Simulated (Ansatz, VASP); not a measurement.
# Cross-check of AlP between VASP and Ansatz

Wanted: the spread between two codes on one cell, functional and k mesh.

Method: plane waves, with VASP 6.6.1 beside it; G0W0 gap at PBE, in Ansatz 0.2.0.

**1. The structure**

Symmetry: F-43m, No. 216, cubic system. The conventional cell has a = 5.473 Å, b = 5.473 Å, c = 5.473 Å, α = 90.00°, β = 90.00°, γ = 90.00°. Al has 4 P at 2.37 Å nearest. P has 4 Al at 2.37 Å nearest. Farther neighbours are not listed.

**2. Ansatz: G0W0 gap, PBE**

Ansatz runs on its default PAW (the set named soft_2) files.

Quasiparticle shifts depend on high empty states and on the cores, so they are the hardest test of two PAW sets.

The input, input.yaml:

```yaml
crystal:
  lattice:
    - [0.0, 2.736483713, 2.736483713]
    - [2.736483713, 0.0, 2.736483713]
    - [2.736483713, 2.736483713, 0.0]
  atoms:
    - { symbol: Al, position: [0.0, 0.0, 0.0] }
    - { symbol: P, position: [0.75, 0.75, 0.75] }
hamiltonian:
  xc: pbe
  pseudopotentials: { kind: paw }
kpoints:
  mp_grid: { grid: [4, 4, 4] }
scf:
  occupations: { method: fixed }
gw:
  n_empty_bands: 92
  ecut_chi: 100.0
  qp_bands: [v2, c2]
  qp_kpoints: band_edges
  screening: { model: contour_deformation }
```

Run with:

```
$ ansatz run input.yaml --threads 4 --pin off --max-ram 9216MiB --backend cpu --events-out ev --progress --plain --runs-dir out
```

Numbers of over 12 decimals in the logs are rounded to 6 here.

Log:

```text
Engine: ansatz 0.2.0, aarch64-unknown-linux-gnu
Pseudopotentials: kind: paw
Pseudopotential: Al, paw, valence charge 3, recommended cutoff 420 eV (normal), Al.paw.azcp
Pseudopotential: P, paw, valence charge 5, recommended cutoff 420 eV (normal), P.paw.azcp
Functional definition: PBE
  parameter kappa = 0.804
  parameter beta = 0.066725
  exchange = pbe_x(kappa = kappa, mu = beta*pi^2/3)
  correlation = pbe_c(beta = beta)
Crystal: 2 atoms, lattice volume = 40.983 Å³
Basis set: ecut = 420 eV, 821 PW (Γ)
Bands: 8, of which v1, the nominal top of the filled ones, is band 4 counted from 1 (3 counted from 0)
Symmetry: 24 space group operations
Space group: F-43m (ITA 216), of the structure as read, at distance tolerance 3.4e-5 Å
k-points: 8 of 64 (time reversal used)
Non-local potential: Al, projectors of the file, l = 0: 2, l = 1: 2, l = 2: 1
Non-local potential: P, projectors of the file, l = 0: 2, l = 1: 2, l = 2: 2
PAW form: soft (Blöchl's): semilocal exchange-correlation on the pseudo side does not see the compensation charge
PAW one-centre angular grid: Al, 110 points (default); XC on 64 Gauss nodes
PAW one-centre angular grid: P, 110 points (default); XC on 64 Gauss nodes
Initial density: superposition of atomic densities (neutral atoms: chi_scale 0, normalization atom), corrected by the library's trained network
Initial wavefunctions: pseudopotential atomic-orbital guess
Functional: x = pbe(κ = 0.804, μ = 0.219515), c = pbe(β = 0.066725)
SCF iter   1: F=—  HF=-1294.344784 eV  |F-HF|=—  |Δ(HF+E_count)|=         —  Δρ=7.07e-4  dr2=2.13e-4  ethr=1.77e-3  ⟨swp⟩=5.2  Hψ=469  notcnv=0  defer=11
preconditioner: auto → none  [insulator: Δε(μ)=1.580 eV  Ē_g=9.889 eV  n_scr=8 (ndim 8)  ℏωp=16.4 eV  f_vac=0.000  ε∞_Penn≈3.8]
SCF iter   2: F=—  HF=-1294.344685 eV  |F-HF|=—  |Δ(HF+E_count)|=   9.90e-5  Δρ=3.42e-4  dr2=3.08e-5  ethr=2.66e-6  ⟨swp⟩=3.2  Hψ=194  notcnv=0  defer=13
SCF iter   3: F=—  HF=-1294.344704 eV  |F-HF|=—  |Δ(HF+E_count)|=   1.91e-5  Δρ=1.38e-4  dr2=3.60e-6  ethr=3.86e-7  ⟨swp⟩=2.1  Hψ=93  notcnv=0  defer=11
SCF iter   4: F=—  HF=-1294.344711 eV  |F-HF|=—  |Δ(HF+E_count)|=   7.45e-6  Δρ=2.08e-5  dr2=1.88e-7  ethr=4.50e-8  ⟨swp⟩=2.0  Hψ=96  notcnv=0  defer=13
iter 5 did not close the SCF: its close was put off for the readings that it lacked (scf_convergence_deferred on its scf_iter line)
SCF iter   5: F=-1294.344711 eV  HF=-1294.344711 eV  |F-HF|=5.12e-9  |Δ(HF+E_count)|=   4.61e-8  Δρ=4.45e-6  dr2=9.92e-9  ethr=2.34e-9  ⟨swp⟩=2.2  Hψ=94  notcnv=0  defer=13
SCF iter   6: F=-1294.344711 eV  HF=-1294.344711 eV  |F-HF|=1.16e-10  |Δ(HF+E_count)|=   2.51e-9  Δρ=7.93e-7  dr2=2.90e-10  ethr=1.24e-10  ⟨swp⟩=5.2  Hψ=484  notcnv=0
SCF 1 converged in 6 iterations: F = -1294.344711 eV  dr2 = 2.90e-10
  greatest PAW one-centre occupation: 0.777 electrons in one spin orbital (limit 2), on the P atom at site 1 (counted from 0), in its partial waves of l = 0
NSCF: frozen V_eff on 8 k-points
G₀W₀ screening: q 1/8
G₀W₀ screening: q 2/8 (q-point 5)
G₀W₀ screening: q 3/8 (q-point 6)
G₀W₀ screening: q 4/8 (q-point 2)
G₀W₀ screening: q 5/8 (q-point 4)
G₀W₀ screening: q 6/8 (q-point 8)
G₀W₀ screening: q 7/8 (q-point 3)
G₀W₀ screening: q 8/8 (q-point 7)
G₀W₀ self-energy: k 1/6
G₀W₀ self-energy: k 2/6
G₀W₀ self-energy: k 3/6
G₀W₀ self-energy: k 4/6
G₀W₀ self-energy: k 5/6
G₀W₀ self-energy: k 6/6
NSCF: frozen V_eff on 1 k-points
SCF converged after 6 iterations
Free energy (F): -1294.344711 eV
Harris-Foulkes:  -1294.344711 eV  (|F-HF|=1.16e-10)
Internal energy: -1294.344711 eV  (E = F + TS)
E sigma→0 (E₀):  -1294.344711 eV
Fermi energy:    5.014839 eV
--- Per-component energies (eV) ---
  E_band       = 4.774106
  E_kinetic    = 94.124545
  E_local      = -83.167116  (includes V_loc(G=0)·N_el)
  E_nonlocal   = 44.548808
  E_hartree    = 25.390217
  E_xc         = -101.617543
  E_vxc        = -90.159404  (∫ρ·V_xc dr)
  E_paw        = -1036.903685  (= ΣΔE_a)
  E_vpaw       = -11.353181  (= ΣTr[D̂ρ^β])
  E_aug_tail   = 0.000001  (compensation charges beyond the density's cutoff)
  E_ewald      = -236.719938
  E_smearing   = -0.000000  (= −TS)
  E_closure    = 0.000000  (closes the sum)
  Σ components = -1294.344711   (vs F -1294.344711, Δ=0.00e0)
--- Band table (eV; the first three rows and the last of 8) ---
  k-point 0: bands = ["-6.4492", "5.0148", "5.0148", "5.0148", "8.2557", "9.5434", "9.5434", "9.5434"]
  k-point 1: bands = ["-5.7960", "1.8481", "4.5738", "4.5738", "8.3007", "10.1294", "10.1294", "11.8991"]
  k-point 2: bands = ["-4.7821", "-0.4935", "4.2540", "4.2540", "7.7897", "9.8040", "9.8040", "13.2539"]
  k-point 7: bands = ["-4.0740", "0.1013", "1.8630", "2.2166", "9.3198", "10.9058", "11.1309", "11.3472"]
--- G₀W₀: contour deformation, 6 samples at zero and on the imaginary axis and 2 off it, 64 q-points, 92 empty bands' worth ---
  eigenvalues of the whole cell's RPA ε∞ on this k-mesh (on a slab, of 1 + 4πα/V) = 10.8108, 10.8108, 10.8108; static W/v taken at q = 0 is 0.092500
  gw.qp_kpoints: band_edges: 6 of 8 stored k-points solved, in 1 pass; an edge of the gap read off the rows below is read off those points alone
    valence top: of the k-points left out ik 5 came nearest to being solved in a further pass, in band 4 (counted from 1, as in the quasiparticle table): it holds the edge there only if its correction is more favourable than any solved in that band by at least 0.838 eV; those differ by 0.118 eV
    conduction bottom: of the k-points left out ik 5 came nearest to being solved in a further pass, in band 5 (counted from 1, as in the quasiparticle table): it holds the edge there only if its correction is more favourable than any solved in that band by at least 2.171 eV; those differ by 0.289 eV
    ik  band        ε_KS         Σx   Σc(E_QP)       V_xc       Z   E_QP_lin       E_QP  E_QP is
     0     3      5.0148   -16.0165     1.6507   -13.8106  0.7622     4.4564     4.4596  root
     0     4      5.0148   -16.0165     1.6507   -13.8106  0.7622     4.4564     4.4596  root
     0     5      8.2557    -8.4172    -4.3170   -13.1074  0.7748     8.6305     8.6289  root
     0     6      9.5434    -6.2748    -4.4362   -11.0845  0.7678     9.9190     9.9169  root
     1     3      4.5738   -15.9164     1.7630   -13.5779  0.7596     3.9945     3.9982  root
     1     4      4.5738   -15.9164     1.7630   -13.5779  0.7596     3.9945     3.9982  root
     1     5      8.3007    -7.1931    -4.2073   -11.7404  0.7769     8.6420     8.6407  root
     1     6     10.1294    -5.9873    -4.6045   -10.9520  0.7617    10.4918    10.4897  root
     2     3      4.2540   -16.0024     1.9027   -13.5010  0.7568     3.6510     3.6553  root
     2     4      4.2540   -16.0024     1.9027   -13.5010  0.7568     3.6510     3.6553  root
     2     5      7.7897    -7.2874    -4.0636   -11.6716  0.7803     8.1114     8.1103  root
     2     6      9.8040    -5.4133    -4.4942   -10.2239  0.7690    10.1219    10.1203  root
     3     3      3.7323   -15.6198     2.0138   -12.9810  0.7535     3.1022     3.1074  root
     3     4      3.7323   -15.6198     2.0138   -12.9810  0.7535     3.1022     3.1074  root
     3     5      7.8585    -5.9129    -4.0233   -10.1624  0.7820     8.0852     8.0847  root
     3     6      9.0729    -5.8063    -4.3217   -10.3857  0.7751     9.3315     9.3306  root
     4     3      2.3654   -15.1682     2.3744   -12.1380  0.7385     1.7013     1.7098  root
     4     4      3.4736   -15.7147     2.1319   -12.9414  0.7505     2.8264     2.8322  root
     4     5      7.7911    -5.6240    -4.0132    -9.8265  0.7837     7.9807     7.9803  root
     4     6     10.2920    -6.2887    -4.5320   -11.1093  0.7608    10.5819    10.5806  root
     6     3      2.9215   -15.7259     2.3621   -12.6900  0.7441     2.2404     2.2477  root
     6     4      2.9215   -15.7259     2.3621   -12.6900  0.7441     2.2404     2.2477  root
     6     5      6.5864    -5.1794    -3.7556    -9.0195  0.7900     6.6710     6.6709  root
     6     6      7.4663    -6.0233    -3.8909   -10.1485  0.7859     7.7012     7.7006  root
```

Elapsed: 4 s, on 4 threads of Arm Neoverse V1, shared host; peak memory 0.38 GiB.

[end of part 1 of 2]

[Lines on the potential files, build, host, timing and source positions are cut from VASP's logs without a mark.]

[Logs are printed without paths, hosts, clocks, repeated set-up lines and the standing remarks that a program may print on its own settings, such as how far it seeks lower states.]

[Hosts, paths, dates, database ids (printed as entryN), source tags and the programs' standing remarks are cut or masked in the printed files.]
